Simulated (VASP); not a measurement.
A run of VASP 6.6.1 is set up as follows.

The input INCAR:

```
  PREC = Accurate
  ENCUT = 520
  EDIFF = 1E-7
  ISMEAR = -1
  SIGMA = 0.05
  LREAL = False
  LASPH = True
  NELM = 100
  ALGO = Normal
  ISIF = 2
  LWAVE = False
  LCHARG = True
  ISPIN = 2
  MAGMOM = -0.06 0.59 -0.79 0
  LORBIT = 11
  LMAXMIX = 4
  GGA = PS
  LELF = True
  LVHAR = True
  NBANDS = 28
```

File KPOINTS:

```
regular mesh
0
Gamma
  6 6 6
```

Contents of POSCAR:

```
AlNi3
1.0
    3.5230547267      0.0000000000      0.0000000000
    0.0000000000      3.5230547267      0.0000000000
    0.0000000000      0.0000000000      3.5230547267
Ni Al
3 1
Direct
    0.5000000000      0.5000000000      0.0000000000
    0.5000000000      0.0000000000      0.5000000000
    0.0000000000      0.5000000000      0.5000000000
    0.0000000000      0.0000000000      0.0000000000
```

Potentials or basis: VASP PAW PBE potentials, release 64 (Ni, Al).

Command:

```bash
$ cat potpaw_PBE.64/Ni/POTCAR potpaw_PBE.64/Al/POTCAR > POTCAR
$ mpirun -np 1 vasp_std > vasp.out
```

What does it give for the band gap on the k mesh?

None (metal or under the smearing width).

Predict the pressure.

-0.7 GPa.

Caveat: the PAW data sets were made with another functional, which shifts forces and pressure a little.
